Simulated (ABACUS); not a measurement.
## Te2Pt (Moncheite): single point with PBE

Crystal: Te2Pt (Moncheite).

```
Pt Te
1.0
     4.01000    0.00000    0.00000
    -2.00500    3.47276    0.00000
     0.00000    0.00000    5.20100
Pt Te
1 2
Cartesian
  0.0000 0.0000 0.0000
  2.0050 1.1576 3.9007
  0.0000 2.3152 1.3002
```

* Program: ABACUS 3.10.1
* Task: single point
* Functional: PBE
* Potentials or basis: SPMS ONCV 1.0 PBE
* Cutoff: 1143 eV
* Density cutoff: 4572 eV
* Basis: plane waves
* k mesh: 6 × 6 × 4
* Occupations: fermi-dirac, width 0.05 eV
* Spin: no spin polarisation

| Property | Result |
| --- | --- |
| Pressure | 8.9 GPa |
| Largest force | 1.085 eV/Å |
| Band gap on the k mesh | none (metal or under the smearing width) |

Forces in eV/Å, atoms in the order of the input:
```
Pt   0.000  0.000  0.000
Te   0.000  0.000 -1.085
Te   0.000  0.000  1.085
```

Stress tensor (GPa, compression positive):
```
9.45 0.00 0.00
0.00 9.45 0.00
0.00 0.00 7.89
```

Levels at points of the mesh, in eV from the Fermi level:
| k point | band 22 | band 23 | band 24 | band 25 | band 26 | band 27 | band 28 | band 29 |
| --- | --- | --- | --- | --- | --- | --- | --- | --- |
| (0.00, 0.00, 0.00) | -2.78 | -0.63 | -0.63 | 1.13 | 1.13 | 1.32 | 2.67 | 4.33 |
| (0.50, 0.50, 0.00) | -3.73 | -3.62 | -3.53 | -2.96 | 0.20 | 2.58 | 3.67 | 5.27 |
| (0.00, 0.00, 0.50) | -2.37 | -1.40 | -1.21 | -1.21 | 2.25 | 2.25 | 4.01 | 4.96 |
| (0.50, 0.50, 0.50) | -3.70 | -3.41 | -2.74 | -0.84 | 0.59 | 1.36 | 4.25 | 4.26 |

Run time: 30 s on 4 MPI ranks on Intel(R) Xeon(R) Platinum 8259CL CPU @ 2.50GHz (Skylake/Cascade Lake), with other jobs on the host, peak memory 0.4 GiB a rank.

Caveat: forces of over 1 eV/Å show positions far from the minimum, so gaps and moduli don't describe the material at rest. The run has no spin-orbit coupling, so splittings on Pt, Te are missing.
